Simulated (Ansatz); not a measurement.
Relaxation of Al2Cu

Computed with Ansatz 0.2.0, DFT PBEsol, scalar-relativistic, plane waves, PAW. (420 eV cutoff, 6×6×8 k-mesh, Gaussian smearing of 0.10 eV, no spin polarisation)

What was changed: biaxial strain in the a-b plane, c and atoms relaxed: +1.0 %.

Command:

```bash
ansatz run input.yaml --threads 1 --pin off --max-ram 2560MiB --backend cpu --events-out ev --progress --plain --runs-dir out
```

Input:

```yaml
crystal:
  lattice:
    - [6.05227354, 0.0, 0.0]
    - [0.0, 6.05227354, 0.0]
    - [0.0, 0.0, 4.7997293574]
  atoms:
    - { symbol: Al, position: [0.1593393174, 0.3406606826, 0.0] }
    - { symbol: Al, position: [0.1593393174, 0.6593393174, 0.5] }
    - { symbol: Al, position: [0.8406606826, 0.3406606826, 0.5] }
    - { symbol: Al, position: [0.8406606826, 0.6593393174, 0.0] }
    - { symbol: Al, position: [0.6593393174, 0.8406606826, 0.5] }
    - { symbol: Al, position: [0.6593393174, 0.1593393174, 0.0] }
    - { symbol: Al, position: [0.3406606826, 0.8406606826, 0.0] }
    - { symbol: Al, position: [0.3406606826, 0.1593393174, 0.5] }
    - { symbol: Cu, position: [0.0, 0.0, 0.75] }
    - { symbol: Cu, position: [0.0, 0.0, 0.25] }
    - { symbol: Cu, position: [0.5, 0.5, 0.25] }
    - { symbol: Cu, position: [0.5, 0.5, 0.75] }
basis:
  ecutwfc: 420
kpoints:
  mp_grid: { grid: [6, 6, 8] }
hamiltonian:
  xc: pbesol
scf:
  occupations: { method: gaussian, width: 0.1 }
output:
  forces: true
  stress: true
  eigenvalues: true
  write_density: true
  write_potential: true
  elf: true
  volumetric_format: npy
relax:
  adjacent_minimum: "off"
  f_tol: 0.008
  max_steps: 40
  cell: { stress_tol: 0.015, fix: [a, b, gamma] }
```

F is the free energy. Steps run on the plane waves of an earlier cell, but the last one, and at times one on the way, on a freshly chosen basis, so a repeated geometry can differ a little in energy. The held parts of the cell keep their stress, so P needn't end at zero.

Steps:

| step | F − F(1) (eV) | largest force component (eV/Å) | V (Å³/atom) | P (GPa) |
| --- | --- | --- | --- | --- |
| 1 | 0.0000 | 0.043 | 14.651 | -1.35 |
| 2 | -0.0020 | 0.006 | 14.646 | -1.35 |
| 3 | -0.0020 | 0.000 | 14.643 | -1.33 |
| 4 | -0.0020 | 0.000 | 14.643 | -1.33 |

Relaxed structure:

```yaml
crystal:
  lattice:
    - [6.05227, 0.00000, 0.00000]
    - [0.00000, 6.05227, 0.00000]
    - [0.00000, 0.00000, 4.79706]
  atoms:
    - { symbol: Al, position: [0.15837, 0.34163, 0.00000] }
    - { symbol: Al, position: [0.15837, 0.65837, 0.50000] }
    - { symbol: Al, position: [0.84163, 0.34163, 0.50000] }
    - { symbol: Al, position: [0.84163, 0.65837, 0.00000] }
    - { symbol: Al, position: [0.65837, 0.84163, 0.50000] }
    - { symbol: Al, position: [0.65837, 0.15837, 0.00000] }
    - { symbol: Al, position: [0.34163, 0.84163, 0.00000] }
    - { symbol: Al, position: [0.34163, 0.15837, 0.50000] }
    - { symbol: Cu, position: [0.00000, 0.00000, 0.75000] }
    - { symbol: Cu, position: [0.00000, 0.00000, 0.25000] }
    - { symbol: Cu, position: [0.50000, 0.50000, 0.25000] }
    - { symbol: Cu, position: [0.50000, 0.50000, 0.75000] }
```

The structure is tetragonal, space group I4/mcm (No. 140). Conventional cell: a = 6.052 Å, b = 6.052 Å, c = 4.797 Å, α = 90.00°, β = 90.00°, γ = 90.00°. Around Al (site symmetry m2m) lie 4 Cu at 2.58 Å and 3 Al at 2.71 to 2.87 Å. Cu (site symmetry 422) is surrounded by 2 Cu at 2.40 Å and 8 Al at 2.58 Å.

The run converged. The run took 66 s on 1 thread of Intel(R) Xeon(R) 6975P-C (Granite Rapids), with other jobs on the host, peak memory 0.76 GiB.